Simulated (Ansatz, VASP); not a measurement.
One calculation of Sn, two programs

```
Sn
1.0
     5.25867    0.00000    0.00000
    -2.62934    4.55415    0.00000
     0.00000    0.00000    5.68059
Sn
4
Direct
  0.00000 0.00000 0.25000
  0.00000 0.00000 0.75000
  0.33333 0.66667 0.75000
  0.66667 0.33333 0.25000
```

Alike in both runs: task relaxation of cell and atoms; functional PBE; k mesh 6 × 6 × 4; occupations gaussian, width 0.1 eV; no spin polarisation.

|  | VASP | Ansatz |
| --- | --- | --- |
| version | VASP 6.6.1 | Ansatz 0.2.0 |
| potentials or method | VASP PAW PBE potentials, release 64 (Sn_d) | scalar-relativistic, plane waves, PAW |
| plane-wave cutoff (eV) | 600 | 420 |
| valence electrons in the cell | 56 | 56 |

VASP gave:

```
gap on the k mesh at the Fermi level, each at its own relaxed structure (eV) : none
relaxed volume (Å³/atom)                                                     : 34.14
relaxed cell length with the largest relative difference (Å)                 : 6.019
energy change over the relaxation (meV/atom)                                 : -32
```

Task: Which values does Ansatz return?

Result: gap on the k mesh at the Fermi level, each at its own relaxed structure (eV): none; relaxed volume (Å³/atom): 34.30; relaxed cell length with the largest relative difference (Å): 5.983; energy change over the relaxation (meV/atom): -32.

A gap of «none» marks a metal or a gap that the smearing closes.
